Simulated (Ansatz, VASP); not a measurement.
## Cross-check of Te (dimer Te chain) between VASP and Ansatz

One calculation is typed for both programs; each brings its own data sets. How far apart do they land? The structure shown is the end of the Ansatz relaxation below. Other levels of theory on this material are compared in a session of their own.

Method: plane waves, with VASP 6.6.1 beside it; single point at PBEsol, in Ansatz 0.2.0.

### Step 1. Set-up

The cell holds 2 atoms: 2 Te. Its edges and angles: a = 7.500 Å, b = 7.500 Å, c = 5.446 Å, α = 90.0°, β = 90.0°, γ = 90.0°. Vacuum lies along a and b. The structure's axis is c.

### Step 2. Ansatz: relaxation, PBEsol

Ansatz runs on its default PAW (the set named soft_2) files.

This run makes the geometry at which the two programs are then compared.

Input file input.yaml:

```yaml
crystal:
  lattice:
    - [7.5, 0.0, 0.0]
    - [0.0, 7.5, 0.0]
    - [0.0, 0.0, 5.244]
  atoms:
    - { symbol: Te, position: [0.5, 0.5, 0.0], spin: 0.3 }
    - { symbol: Te, position: [0.5, 0.5, 0.45], spin: 0.3 }
magnetization:
  spin_polarized: true
kpoints:
  mp_grid: { grid: [1, 1, 16] }
scf:
  occupations: { method: fermi_dirac, width: 0.05 }
hamiltonian:
  xc: pbesol
relax:
  cell: { fix: [a, b, alpha, beta, gamma] }
  max_steps: 60
```

Launch:

```
ansatz run input.yaml --threads 4 --pin off --max-ram 8192MiB --backend cpu --events-out ev --progress --plain --runs-dir out
```

Numbers of over 12 decimals in the logs are rounded to 6 here.

What it wrote:

```text
Engine: ansatz 0.2.0, x86_64-unknown-linux-gnu
Pseudopotentials: kind: paw
Pseudopotential: Te, paw, valence charge 16, recommended cutoff 420 eV (normal), Te.paw.azcp
Functional definition: PBEsol
  exchange = pbesol_x
  correlation = pbesol_c
Crystal: 2 atoms, lattice volume = 294.975 Å³
Basis set: ecut = 420 eV, 5785 PW (Γ), exchange–correlation on 108×108×72 points (8 copies of the dense FFT grid, shifted against one another)
Bands: 21, of which v1, the nominal top of the filled ones, is band 16 counted from 1 (15 counted from 0)
Symmetry: 16 space group operations
Space group: P4/mmm (ITA 123), of the structure as read, at distance tolerance 6.7e-5 Å
Magnetic group: BNS 123.339 (UNI 999), of the structure as read, at distance tolerance 6.7e-5 Å
k-points: 9 of 16
Non-local potential: Te, projectors of the file, l = 0: 2, l = 1: 2, l = 2: 2, l = 3: 2
PAW form: soft (Blöchl's): semilocal exchange-correlation on the pseudo side does not see the compensation charge
PAW frozen core: Te, regenerated for the run's functional, and the local potential with it (the file was generated under x = pbe(κ = 0.804, μ = 0.219515), c = pbe(β = 0.066725))
PAW one-centre angular grid: Te, 590 points (default); XC on 64 Gauss nodes
Initial density: superposition of atomic densities (neutral atoms: chi_scale 0, normalization atom)
Starting moments: Σ|m| = 0.6 μB on 2 of 2 sites
Initial wavefunctions: pseudopotential atomic-orbital guess
Functional: x = pbesol(κ = 0.804, μ = 0.123457), c = pbesol(β = 0.046)
iter 1 solved again at ethr=4.16e-4 eV; its pass at ethr=3.10e-3 eV (dr2=1.33e-1 eV) is discarded
SCF iter   1: F=—  HF=-13800.792401 eV  |F-HF|=—  |Δ(HF+E_count)|=         —  Δρ=7.52e-3 (↑7.52e-3 ↓7.05e-3)  dr2=1.41e-1  dr2_m=1.15e-1  M=0.108 μB ∫|m|=0.108 μB  β_m=0.30  ethr=4.16e-4  ⟨swp⟩=1.1  Hψ=2574  notcnv=0
preconditioner: auto → LDOS  [metal: Δε(μ)=0.091 eV  Ē_g=7.875 eV  σ=0.050 eV  W_gap=0.43  n_scr=38 (ndim 8)  ℏωp=6.8 eV  f_vac=0.657  D(μ)=2.08/eV (n_scr^D=4)]
spin=Collinear: LDOS preconditioning applied to the charge; magnetization (m = ρ↑ − ρ↓) channel mixes plain (no charge-response kernel on spin).
SCF iter   2: F=—  HF=-13800.773323 eV  |F-HF|=—  |Δ(HF+E_count)|=   1.91e-2  Δρ=5.24e-3 (↑5.24e-3 ↓4.94e-3)  dr2=6.20e-2  dr2_m=5.75e-2  M=0.093 μB ∫|m|=0.093 μB  β_m=0.30  ethr=4.16e-4  ⟨swp⟩=2.2  Hψ=463  notcnv=0
SCF iter   3: F=—  HF=-13800.761041 eV  |F-HF|=—  |Δ(HF+E_count)|=   1.23e-2  Δρ=3.31e-3 (↑3.31e-3 ↓3.30e-3)  dr2=4.79e-3  dr2_m=2.88e-2  M=0.079 μB ∫|m|=0.079 μB  β_m=0.30  ethr=1.94e-4  ⟨swp⟩=3.1  Hψ=616  notcnv=0
SCF iter   4: F=—  HF=-13800.763031 eV  |F-HF|=—  |Δ(HF+E_count)|=   1.99e-3  Δρ=2.35e-3 (↑2.31e-3 ↓2.35e-3)  dr2=1.51e-3  dr2_m=1.44e-2  M=0.068 μB ∫|m|=0.068 μB  β_m=0.30  ethr=1.50e-5  ⟨swp⟩=2.1  Hψ=807  notcnv=0
SCF iter   5: F=—  HF=-13800.764225 eV  |F-HF|=—  |Δ(HF+E_count)|=   1.19e-3  Δρ=1.68e-3 (↑1.62e-3 ↓1.68e-3)  dr2=4.66e-4  dr2_m=7.26e-3  M=0.059 μB ∫|m|=0.059 μB  β_m=0.30  ethr=4.73e-6  ⟨swp⟩=3.0  Hψ=734  notcnv=0
SCF iter   6: F=—  HF=-13800.764935 eV  |F-HF|=—  |Δ(HF+E_count)|=   7.11e-4  Δρ=1.18e-3 (↑1.15e-3 ↓1.18e-3)  dr2=2.29e-5  dr2_m=3.67e-3  M=0.051 μB ∫|m|=0.051 μB  β_m=0.30  ethr=1.46e-6  ⟨swp⟩=2.0  Hψ=540  notcnv=0
SCF iter   7: F=—  HF=-13800.765299 eV  |F-HF|=—  |Δ(HF+E_count)|=   3.63e-4  Δρ=8.32e-4 (↑8.30e-4 ↓8.32e-4)  dr2=3.43e-6  dr2_m=1.87e-3  M=0.044 μB ∫|m|=0.044 μB  β_m=0.30  ethr=7.17e-8  ⟨swp⟩=2.5  Hψ=668  notcnv=0
Mixer restart at iter 7: flushing history
spin-set hold released at iteration 7 (site moments contracting): the magnetisation degrees of freedom join the quasi-Newton model from the next iteration; the mixer history was flushed
SCF iter   8: F=—  HF=-13800.765516 eV  |F-HF|=—  |Δ(HF+E_count)|=   2.17e-4  Δρ=5.96e-4 (↑5.95e-4 ↓5.96e-4)  dr2=1.26e-6  dr2_m=9.58e-4  M=0.038 μB ∫|m|=0.039 μB  β_m=0.65  ethr=1.07e-8  ⟨swp⟩=2.0  Hψ=488  notcnv=0
[...]
Crystal: 2 atoms, lattice volume = 306.340 Å³
Basis set: ecut = 420 eV, 5995 PW (Γ), exchange–correlation on 108×108×72 points (8 copies of the dense FFT grid, shifted against one another)
[...]
preconditioner: auto → Resta (q_TF=auto, 1.872 Å⁻¹)  ε∞=1.7  [insulator: Δε(μ)=0.276 eV  Ē_g=8.933 eV  σ=0.050 eV  W_gap=0.73  n_scr=30 (ndim 8)  ℏωp=7.3 eV  f_vac=0.666  D(μ)=2.05/eV (n_scr^D=4)  ε∞_Penn≈1.7  vacuum switching on, ρ_ref=5.8e-3 e/Å³]
spin=Collinear: Resta preconditioning applied to the charge; magnetization (m = ρ↑ − ρ↓) channel mixes plain (no charge-response kernel on spin).
[...]
SCF iter   7: F=-13801.382088 eV  HF=-13801.382088 eV  |F-HF|=3.02e-10  |Δ(HF+E_count)|=   1.71e-9  Δρ=2.05e-7 (↑1.65e-7 ↓2.05e-7)  dr2=5.55e-10  dr2_m=2.18e-11  M=0.000 μB ∫|m|=0.000 μB  ethr=3.86e-11  ⟨swp⟩=1.5  Hψ=1036  notcnv=0
the starting moments were not kept: the SCF closed with an absolute magnetisation of 5.0e-6 μB, where they sum to 0.6 μB in size (2 sites). That is at most 0.1 of that sum. Measured as dr2_m measures the in/out step, that magnetisation stands 2.1e-12 eV from none, at or under the dr2_threshold of 2.0e-7 eV: it is no larger than a step whose dr2_m would equal this threshold.
SCF 5 converged in 7 iterations: F = -13801.382088 eV  dr2 = 5.55e-10
relax step   5: F+E_penalty+E_count = -13801.38208753 eV  Δ(F+E_penalty+E_count) = -1.500e-3 eV  max|allowed force component| = 4.289e-3 eV/Å  Δτ_max = 0.0131 Å  P = +0.110 GPa  Ω = 306.340 Å³  energy of the carried Pulay correction = -4.717e-4 eV  fix = [a, b, alpha, beta, gamma]  reactions: a +0.155, b +0.155 GPa  (7 SCF iters, dr2 threshold 2.00e-7 eV, accepted)
Basis set: ecut = 420 eV, 5995 PW (Γ), exchange–correlation on 108×108×80 points (8 copies of the dense FFT grid, shifted against one another)
Initial wavefunctions: pseudopotential atomic-orbital guess (no wavefunctions were taken with the density)
iter 1 solved again at ethr=8.80e-7 eV; its pass at ethr=3.10e-3 eV (dr2=2.82e-4 eV) is discarded
SCF iter   1: F=—  HF=-13801.378948 eV  |F-HF|=—  |Δ(HF+E_count)|=         —  Δρ=6.12e-5 (↑6.12e-5 ↓6.12e-5)  dr2=1.16e-6  dr2_m=2.19e-11  M=0.000 μB ∫|m|=0.000 μB  β_m=0.30  ethr=8.80e-7  ⟨swp⟩=3.0  Hψ=2910  notcnv=0
preconditioner: auto → Resta (q_TF=auto, 1.872 Å⁻¹)  ε∞=1.7  [insulator: Δε(μ)=0.271 eV  Ē_g=8.941 eV  σ=0.050 eV  W_gap=0.73  n_scr=30 (ndim 8)  ℏωp=7.3 eV  f_vac=0.666  D(μ)=2.05/eV (n_scr^D=4)  ε∞_Penn≈1.7  vacuum switching on, ρ_ref=5.8e-3 e/Å³]
spin=Collinear: Resta preconditioning applied to the charge; magnetization (m = ρ↑ − ρ↓) channel mixes plain (no charge-response kernel on spin).
SCF iter   2: F=—  HF=-13801.380660 eV  |F-HF|=—  |Δ(HF+E_count)|=   1.71e-3  Δρ=4.28e-5 (↑4.28e-5 ↓4.28e-5)  dr2=5.48e-7  dr2_m=1.30e-11  M=0.000 μB ∫|m|=0.000 μB  β_m=0.58  ethr=3.64e-9  ⟨swp⟩=2.0  Hψ=670  notcnv=0
SCF iter   3: F=—  HF=-13801.382550 eV  |F-HF|=—  |Δ(HF+E_count)|=   1.89e-3  Δρ=4.27e-6 (↑4.27e-6 ↓4.27e-6)  dr2=1.40e-8  dr2_m=7.20e-13  M=0.000 μB ∫|m|=0.000 μB  β_m=0.63  ethr=1.71e-9  ⟨swp⟩=3.8  Hψ=794  notcnv=0
SCF iter   4: F=—  HF=-13801.382569 eV  |F-HF|=—  |Δ(HF+E_count)|=   1.93e-5  Δρ=5.63e-7 (↑5.63e-7 ↓5.61e-7)  dr2=1.45e-9  dr2_m=1.35e-13  M=0.000 μB ∫|m|=0.000 μB  β_m=0.77  ethr=4.38e-11  ⟨swp⟩=2.2  Hψ=498  notcnv=0
SCF iter   5: F=—  HF=-13801.382584 eV  |F-HF|=—  |Δ(HF+E_count)|=   1.49e-5  Δρ=1.22e-7 (↑1.21e-7 ↓1.22e-7)  dr2=1.91e-10  dr2_m=1.70e-14  M=0.000 μB ∫|m|=0.000 μB  β_m=0.65  ethr=4.54e-12  ⟨swp⟩=3.4  Hψ=652  notcnv=0
SCF iter   6: F=—  HF=-13801.382584 eV  |F-HF|=—  |Δ(HF+E_count)|=  5.35e-10  Δρ=8.32e-8 (↑8.30e-8 ↓8.32e-8)  dr2=8.40e-11  dr2_m=1.18e-14  M=0.000 μB ∫|m|=0.000 μB  β_m=0.82  ethr=1.00e-12  ⟨swp⟩=2.0  Hψ=436  notcnv=0
SCF iter   7: F=—  HF=-13801.382584 eV  |F-HF|=—  |Δ(HF+E_count)|=  9.17e-10  Δρ=5.27e-8 (↑5.27e-8 ↓5.20e-8)  dr2=3.92e-11  dr2_m=1.57e-15  M=0.000 μB ∫|m|=0.000 μB  β_m=0.67  ethr=1.00e-12  ⟨swp⟩=2.1  Hψ=520  notcnv=0
SCF iter   8: F=-13801.382584 eV  HF=-13801.382584 eV  |F-HF|=1.86e-10  |Δ(HF+E_count)|=  3.35e-10  Δρ=1.91e-8 (↑1.91e-8 ↓1.88e-8)  dr2=4.57e-12  dr2_m=6.81e-16  M=0.000 μB ∫|m|=0.000 μB  ethr=1.00e-12  ⟨swp⟩=6.0  Hψ=1498  notcnv=0
the starting moments were not kept: the SCF closed with an absolute magnetisation of 6.7e-8 μB, where they sum to 0.6 μB in size (2 sites). That is at most 0.1 of that sum. Measured as dr2_m measures the in/out step, that magnetisation stands 3.2e-16 eV from none, at or under the dr2_threshold of 2.0e-11 eV: it is no larger than a step whose dr2_m would equal this threshold.
SCF 6 converged in 8 iterations: F = -13801.382584 eV  dr2 = 4.57e-12
relax step   6: F+E_penalty+E_count = -13801.38258388 eV  Δ(F+E_penalty+E_count) = -4.964e-4 eV  max|allowed force component| = 4.290e-3 eV/Å  Δτ_max = 0.0000 Å  P = +0.109 GPa  Ω = 306.340 Å³  fix = [a, b, alpha, beta, gamma]  reactions: a +0.154, b +0.154 GPa  stress off target by 2.03e-2 GPa on what of the cell is left free  SCF on the basis re-selected at this cell (its energy is not comparable with the rows above)  (8 SCF iters)
basis re-selected at this cell: Δ(F+E_penalty+E_count) = -4.964e-4 eV, ΔP = -0.001 GPa vs the last step (what re-selecting the basis moved, of the pressure what is left beyond the Pulay correction that the steps carried, after the strain that the cell walked since its last selection, with what the two solves' SCF thresholds leave and, on support functions, any second-order correction that the steps lacked; it is no measure of the basis error at this ecutwfc). The dense FFT grid was sized anew with the basis: this SCF ran on 54×54×40 points, the steps before it on 54×54×36, so part of this shift can come from that change (see relax.cell in the input reference). [rest of the remark cut]
SCF converged after 8 iterations
Magnetization: 0.0000 μB (16.0000 up, 16.0000 down)
Absolute magnetization: 0.0000 μB (∫|ρ↑−ρ↓|, with the PAW one-centre terms)
Spin contamination: 0.0000 ħ² per cell (⟨S²⟩ above its minimum at these occupations)
Per-site moments (μB) at R_I (Å): [(1.5849734996326846e-8, 1.122855), (1.5849735013503357e-8, 1.122855)]
Free energy (F): -13801.382584 eV
Harris-Foulkes:  -13801.382584 eV  (|F-HF|=1.86e-10)
Internal energy: -13801.366407 eV  (E = F + TS)
E sigma→0 (E₀):  -13801.374496 eV
Entropy (-TS):   -0.016177 eV (-8.088 meV/atom)
Fermi energy:    -2.175739 eV
--- Per-component energies (eV) ---
  E_band       = -862.889064
  E_kinetic    = 360.328287
  E_local      = -6385.860594  (includes V_loc(G=0)·N_el)
  E_nonlocal   = -615.629268
  E_hartree    = 3371.866319
  E_xc         = -244.523742
  E_vxc        = -205.193917  (∫ρ·V_xc dr)
  E_paw        = -9169.274006  (= ΣΔE_a)
  E_vpaw       = -760.266028  (= ΣTr[D̂ρ^β])
  E_aug_tail   = -0.000404  (compensation charges beyond the density's cutoff)
  E_ewald      = -1119.022630
  E_core_change = 0.749630  (= ΣΔE_core)
  E_smearing   = -0.016177  (= −TS)
  E_closure    = 0.000000  (closes the sum)
  Σ components = -13801.382584   (vs F -13801.382584, Δ=0.00e0)
--- Forces (eV/Å), atoms counted from 1 ---
  atom   1  Te     0.00000000     0.00000000     0.00429002
  atom   2  Te     0.00000000     0.00000000    -0.00429002
  max |Σ_I F_I| component: 2.52e-29 eV/Å
--- Stress (GPa, compression-positive) ---
        0.154025       0.000000       0.000000
        0.000000       0.154025       0.000000
        0.000000       0.000000       0.020289
  P = ⅓ Tr σ = 0.1094 GPa (1.094 kbar)
--- Relaxed structure (5 steps of the walk, 5 accepted, 1 SCFs on fresh bases) ---
  F+E_penalty+E_count = -13801.38258388 eV   max|allowed force component| = 4.290e-3 eV/Å   (the final SCF, on the basis selected at the relaxed cell)
  cell:  # Å, volume = 306.3396 Å³
    - [7.5, 0.0, 0.0]
    - [0.0, 7.5, 0.0]
    - [0.0, 0.0, 5.446037]
  atoms:
    - { symbol: Te, position: [0.5, 0.5, -0.025087] }
    - { symbol: Te, position: [0.5, 0.5, 0.475087] }
```

(Part 1 of 2 ends here.)

[Lines on the potential files, build, host, timing and source positions are cut from VASP's logs without a mark.]

[Logs are printed without paths, hosts, clocks, repeated set-up lines and the standing remarks that a program may print on its own settings, such as how far it seeks lower states.]

[Hosts, paths, dates, database ids (printed as entryN), source tags and the programs' standing remarks are cut or masked in the printed files.]
